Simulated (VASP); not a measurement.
VASP 6.6.1, PBE single-point calculation, PbS (strained database structure)

INCAR

```
PREC = Accurate
EDIFF = 1E-7
LREAL = .FALSE.
LASPH = .TRUE.
ISMEAR = -1
LCHARG = .FALSE.
LWAVE = .FALSE.
ISIF = 2
NELM = 120
NSW = 0
NBANDS = 17
SIGMA = 0.02
ENCUT = 520
IBRION = -1
GGA = PE
```

KPOINTS

```
KPOINTS created by Atomic Simulation Environment
0
Gamma
8 8 8
0 0 0
```

KPOINTS_OPT

```
special points
8
Reciprocal
0.0000000000 0.0000000000 0.0000000000 1
-0.5000000000 -0.5000000000 -0.5000000000 1
-0.5000000000 -0.2499966092 -0.7500033908 1
-0.2499966092 0.2499966092 -0.5000000000 1
0.0000000000 0.0000000000 -0.5000000000 1
0.0000000000 0.3749983046 -0.3749983046 1
-0.3749983046 0.0000000000 -0.6250016954 1
-0.5000000000 0.0000000000 -0.5000000000 1
```

POSCAR

```
Pb S
 1.0000000000000000
     2.1005109573000000    1.2207345883000000    3.4301898177000001
    -2.1005109573000000    1.2207345883000000    3.4301898177000001
     0.0000000000000000   -2.4414691768000001    3.4301898176000001
 Pb  S
   1   1
Cartesian
 -0.0000000000000000 -0.0000000001956294 10.0656554318616696
 -0.0000000000000000 -0.0000000000954916  4.9133111503824995
```

VASP ran with the recommended PBE PAW datasets (20 valence electrons in the cell).

Command

```
mpirun -np 1 vasp_std
```

OSZICAR

```
N       E                     dE             d eps       ncg     rms          rms(c)
DAV:   1     0.155150409702E+03    0.15515E+03   -0.93289E+03  5100   0.127E+03
DAV:   2     0.317922692947E+01   -0.15197E+03   -0.14604E+03  5421   0.314E+02
DAV:   3    -0.894031464482E+01   -0.12120E+02   -0.12027E+02  6632   0.915E+01
DAV:   4    -0.924495275768E+01   -0.30464E+00   -0.30432E+00  6549   0.159E+01
DAV:   5    -0.925551410401E+01   -0.10561E-01   -0.10561E-01  7592   0.294E+00    0.455E+00
DAV:   6    -0.875862774307E+01    0.49689E+00   -0.14215E+00  8045   0.800E+00    0.319E+00
DAV:   7    -0.875940112657E+01   -0.77338E-03   -0.14310E-01  6034   0.189E+00    0.185E+00
DAV:   8    -0.876311408069E+01   -0.37130E-02   -0.16562E-02  6099   0.138E+00    0.280E-01
DAV:   9    -0.876259955101E+01    0.51453E-03   -0.35161E-03  8145   0.517E-01    0.843E-02
DAV:  10    -0.876278863221E+01   -0.18908E-03   -0.37678E-04  5765   0.113E-01    0.569E-02
DAV:  11    -0.876279604558E+01   -0.74134E-05   -0.62881E-05  7016   0.858E-02    0.171E-02
DAV:  12    -0.876279691533E+01   -0.86976E-06   -0.43751E-06  6703   0.211E-02    0.335E-03
DAV:  13    -0.876279691894E+01   -0.36064E-08   -0.21397E-07  6556   0.437E-03
   1 F= -.87627969E+01 E0= -.87627968E+01  d E =-.336388E-06
       N       E                     dE             ncg
DAV:   1     0.601196357898E+04   -0.37783E+04      272
DAV:   2     0.483138202972E+04   -0.11806E+04      273
DAV:   3     0.473547341957E+04   -0.95909E+02      362
DAV:   4     0.473290208691E+04   -0.25713E+01      343
DAV:   5     0.473282405543E+04   -0.78031E-01      398
DAV:   6     0.473282006979E+04   -0.39856E-02      389
DAV:   7     0.473281992096E+04   -0.14883E-03      407
DAV:   8     0.473281992021E+04   -0.74511E-06      365
DAV:   9     0.473281992020E+04   -0.11108E-07      302
```

From OUTCAR

```
k-points           NKPTS =    150   k-points in BZ     NKDIM =    150   number of bands    NBANDS=     17

   NELECT =      20.0000    total number of electrons

   dimension x,y,z NGX =    32 NGY =   32 NGZ =   32
   dimension x,y,z NGXF=    64 NGYF=   64 NGZF=   64

  energy-cutoff  :      520.00
  volume of cell :       52.77
      direct lattice vectors                 reciprocal lattice vectors
     2.100510957  1.220734588  3.430189818     0.238037321  0.136529814  0.097176352
    -2.100510957  1.220734588  3.430189818    -0.238037321  0.136529814  0.097176352
     0.000000000 -2.441469177  3.430189818     0.000000000 -0.273059629  0.097176352

 k-points in reciprocal lattice and weights: KPOINTS created by Atomic Simulation Env
   0.00000000  0.00000000  0.00000000       0.002
   0.12500000  0.00000000 -0.00000000       0.008
   0.25000000  0.00000000 -0.00000000       0.008
   0.37500000  0.00000000 -0.00000000       0.008
   0.50000000  0.00000000 -0.00000000       0.004
   0.12500000  0.12500000  0.00000000       0.004
   0.25000000  0.12500000 -0.00000000       0.008
   0.37500000  0.12500000 -0.00000000       0.008
   ...

 E-fermi :   5.8623

 k-point     1 :       0.0000    0.0000    0.0000
  band No.  band energies     occupation
      1     -11.1345      2.00000
      2     -11.1343      2.00000
      3     -11.1332      2.00000
      4     -11.1184      2.00000
      5     -11.1159      2.00000
      6      -7.8223      2.00000
      7      -0.3852      2.00000
      8       3.5278      2.00000
      9       3.5552      2.00000
     10       3.5845      2.00000
     11      10.8018      0.00000
     12      10.8747      0.00000
     13      10.8760      0.00000
     14      12.3818      0.00000
     15      12.4532      0.00000
     16      12.4624      0.00000
     17      14.3644      0.00000

 k-point     2 :       0.1250    0.0000   -0.0000
  band No.  band energies     occupation
      1     -11.1338      2.00000
      2     -11.1310      2.00000
      3     -11.1304      2.00000
      4     -11.1193      2.00000
      5     -11.1169      2.00000
      6      -7.6915      2.00000
      7      -0.8188      2.00000
      8       3.5727      2.00000
      9       3.6147      2.00000
     10       3.8838      2.00000
     11       9.6456      0.00000
     12      10.0673      0.00000
     13      10.1080      0.00000
     14      12.3783      0.00000
     15      12.7601      0.00000
     16      12.8279      0.00000
     17      15.5398      0.00000

 k-point     3 :       0.2500    0.0000   -0.0000
  band No.  band energies     occupation
      1     -11.1373      2.00000
      2     -11.1351      2.00000
      3     -11.1316      2.00000
      4     -11.1085      2.00000
      5     -11.1070      2.00000
      6      -7.3287      2.00000
      7      -1.7577      2.00000
      8       3.6940      2.00000
      9       3.7253      2.00000
     10       4.5203      2.00000
     11       8.0282      0.00000
     12       8.8782      0.00000
     13       8.9103      0.00000
     14      12.5513      0.00000
     15      13.6040      0.00000
     16      13.6797      0.00000
     17      17.5139      0.00000

 k-point     4 :       0.3750    0.0000   -0.0000
  band No.  band energies     occupation
      1     -11.1466      2.00000
      2     -11.1444      2.00000
      3     -11.1310      2.00000
      4     -11.0936      2.00000
      5     -11.0924      2.00000
      6      -6.8594      2.00000
      7      -2.6853      2.00000
      8       3.8492      2.00000
      9       3.8688      2.00000
     10       5.1508      2.00000
     11       6.7806      0.00000
     12       7.9799      0.00000
     13       8.0068      0.00000
     14      13.4032      0.00000
     15      14.8231      0.00000
     16      14.9095      0.00000
     17      17.4260      0.00000

 k-point     5 :       0.5000    0.0000   -0.0000
  band No.  band energies     occupation
      1     -11.1507      2.00000
      2     -11.1484      2.00000
      3     -11.1307      2.00000
      4     -11.0872      2.00000
      5     -11.0862      2.00000
      6      -6.6078      2.00000
      7      -3.1055      2.00000
      8       3.9275      2.00000
      9       3.9428      2.00000
     10       5.6555      1.99994
     11       6.0596      0.00010
     12       7.6409      0.00000
     13       7.6674      0.00000
     14      14.3216      0.00000
     15      15.7569      0.00000
     16      15.8653      0.00000
     17      16.2157      0.00000

 k-point     6 :       0.1250    0.1250    0.0000
  band No.  band energies     occupation
      1     -11.1369      2.00000
      2     -11.1304      2.00000
      3     -11.1264      2.00000
      4     -11.1258      2.00000
      5     -11.1123      2.00000
      6      -7.6469      2.00000
      7      -0.8668      2.00000
      8       3.3442      2.00000
      9       3.3617      2.00000
     10       4.3282      2.00000
     11       8.6977      0.00000
     12      10.5582      0.00000
     13      10.5602      0.00000
     14      11.5135      0.00000
     15      13.5426      0.00000
     16      13.5676      0.00000
     17      15.0173      0.00000

 k-point     7 :       0.2500    0.1250   -0.0000
  band No.  band energies     occupation
      1     -11.1454      2.00000
      2     -11.1367      2.00000
      3     -11.1240      2.00000
      4     -11.1165      2.00000
      5     -11.1040      2.00000
      6      -7.3575      2.00000
      7      -1.4895      2.00000
      8       3.2420      2.00000
      9       3.3346      2.00000
     10       4.6612      2.00000
     11       7.6872      0.00000
     12       9.6949      0.00000
     13       9.9683      0.00000
     14      11.6352      0.00000
     15      14.0269      0.00000
     16      14.3486      0.00000
     17      16.2954      0.00000

 k-point     8 :       0.3750    0.1250   -0.0000
  band No.  band energies     occupation
      1     -11.1586      2.00000
      2     -11.1329      2.00000
      3     -11.1308      2.00000
      4     -11.1058      2.00000
      5     -11.0907      2.00000
      6      -6.9127      2.00000
      7      -2.3356      2.00000
      8       3.3262      2.00000
      9       3.3825      2.00000
     10       4.5873      2.00000
     11       7.2845      0.00000
     12       8.8486      0.00000
     13       9.0222      0.00000
     14      12.3287      0.00000
     15      14.8294      0.00000
     16      15.4078      0.00000
     17      17.3729      0.00000

 k-point     9 :       0.5000    0.1250   -0.0000
  band No.  band energies     occupation
      1     -11.1628      2.00000
      2     -11.1404      2.00000
      3     -11.1271      2.00000
      4     -11.0968      2.00000
      5     -11.0860      2.00000
      6      -6.5575      2.00000
      7      -2.9277      2.00000
      8       3.1675      2.00000
      9       3.5817      2.00000
     10       4.7085      2.00000
     11       6.9703      0.00000
     12       8.2395      0.00000
     13       8.6736      0.00000
     14      13.5342      0.00000
     15      15.6787      0.00000
     16      15.9403      0.00000
     17      16.2938      0.00000

 k-point    10 :      -0.3750    0.1250    0.0000
  band No.  band energies     occupation
      1     -11.1561      2.00000
      2     -11.1423      2.00000
      3     -11.1270      2.00000
      4     -11.0943      2.00000
      5     -11.0931      2.00000
      6      -6.6412      2.00000
      7      -2.8205      2.00000
      8       2.9050      2.00000
      9       3.8766      2.00000
     10       5.1106      2.00000
     11       6.6706      0.00000
     12       7.8800      0.00000
     13       9.0257      0.00000
     14      13.7473      0.00000
     15      14.7084      0.00000
     16      15.8580      0.00000
     17      16.6563      0.00000

 k-point    11 :      -0.2500    0.1250    0.0000
  band No.  band energies     occupation
      1     -11.1427      2.00000
      2     -11.1368      2.00000
      3     -11.1300      2.00000
      4     -11.1100      2.00000
      5     -11.0986      2.00000
      6      -7.0683      2.00000
      7      -2.1299      2.00000
      8       2.8778      2.00000
      9       3.9925      2.00000
     10       5.0850      2.00000
     11       7.1029      0.00000
     12       8.1457      0.00000
     13       9.5429      0.00000
     14      13.0578      0.00000
     15      13.5057      0.00000
     16      15.2973      0.00000
     17      16.4584      0.00000

 ...

  Total        0.5406801      0.3941997      0.5102763      0.0000000     -0.0424410      0.0000000
  in kB       16.4147911     11.9677169     15.4917470      0.0000000     -1.2884898      0.0000000
  external PRESSURE =      14.6247517 kB  Pullay stress =       0.0000000 kB

 POSITION                                       TOTAL-FORCE (eV/Angst)
 -----------------------------------------------------------------------------------
      0.00000     -0.00000     10.06566         0.000000      0.000189     -0.002797
      0.00000     -0.00000      4.91331         0.000000     -0.000189      0.002797
 -----------------------------------------------------------------------------------
    total drift:                               -0.000000     -0.000060      0.000085

  FREE ENERGIE OF THE ION-ELECTRON SYSTEM (eV)
  ---------------------------------------------------
  free  energy   TOTEN  =        -8.7627969189 eV

  energy  without entropy=       -8.7627965826  energy(sigma->0) =       -8.76279675
```

* gap between bands v and c: 0.37 eV
* least direct gap: 0.40 eV
* pressure: 1.5 GPa

Band v is the last that the valence electrons fill when counted band by band, and c is the next.

The run took about 71 s on one core of a shared host (Intel Xeon Platinum 8488C) and held 0.32 GiB at most.
